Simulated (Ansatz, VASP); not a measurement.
## WS2 in VASP and in Ansatz

INCAR

```
ALGO = Fast ; EDIFF = 1E-6
ENCUT = 520 ; GGA = PE
ISIF = 2 ; ISMEAR = 0
IVDW = 12 ; LASPH = T
LCHARG = T ; LELF = T
LREAL = F ; LVHAR = T
LWAVE = F ; NBANDS = 20
NELM = 100 ; PREC = Accurate
SIGMA = 0.01
```

File KPOINTS:

```
k-points
0
Gamma
  6 6 6
```

File POSCAR:

```
WS2
1.0
    1.5858867090      0.9156121184      6.2374759783
   -1.5858867090      0.9156121184      6.2374759783
    0.0000000000     -1.8312242367      6.2374759783
W S
1 2
Direct
    0.0006662242      0.0006662242      0.0006662242
    0.2505579538      0.2505579538      0.2505579538
    0.4174758221      0.4174758221      0.4174758221
```

Input for Ansatz:

```yaml
crystal:
  lattice:
    - [1.585886709, 0.9156121184, 6.2374759783]
    - [-1.585886709, 0.9156121184, 6.2374759783]
    - [0.0, -1.8312242367, 6.2374759783]
  atoms:
    - { symbol: W, position: [0.0006662242, 0.0006662242, 0.0006662242] }
    - { symbol: S, position: [0.2505579538, 0.2505579538, 0.2505579538] }
    - { symbol: S, position: [0.4174758221, 0.4174758221, 0.4174758221] }
kpoints:
  mp_grid: { grid: [6, 6, 6] }
hamiltonian:
  xc: pbe
  dispersion: d3bj
scf:
  occupations: { method: fixed }
  n_extra_bands: 4
output:
  forces: true
  stress: true
  eigenvalues: true
```

Alike in both runs: task single point; functional PBE; dispersion D3(BJ); k mesh 6 × 6 × 6; no spin polarisation.

|  | VASP | Ansatz |
| --- | --- | --- |
| version | VASP 6.6.1 | Ansatz 0.2.0 |
| potentials or method | VASP PAW PBE potentials, release 64 (W_sv, S) | plane waves |
| plane-wave cutoff (eV) | 520 | 420 |
| occupations | gaussian, width 0.01 eV | fixed |
| valence electrons in the cell | 26 | 26 |

Ansatz gave:

| Quantity | Value |
| --- | --- |
| gap on the k mesh at the Fermi level (eV) | 1.08 |
| pressure (GPa) | -0.6 |
| largest component of the traceless stress (GPa) | 0.87 |
| rms of the force components (eV/Å) | 0.097 |
| dispersion energy (meV/atom) | -417.7 |

What did VASP give for the same quantities?

gap on the k mesh at the Fermi level (eV): 1.09; pressure (GPa): -0.6; largest component of the traceless stress (GPa): 0.86; rms of the force components (eV/Å): 0.099; dispersion energy (meV/atom): -417.6.

Atom by atom the forces differ by 0.001 eV/Å (rms over components).

Caveats: spin-orbit coupling is left out, which moves the levels of the heavy elements. A k mesh can miss the band edges. A hybrid or GW would open this gap; PBE tends to underestimate it.
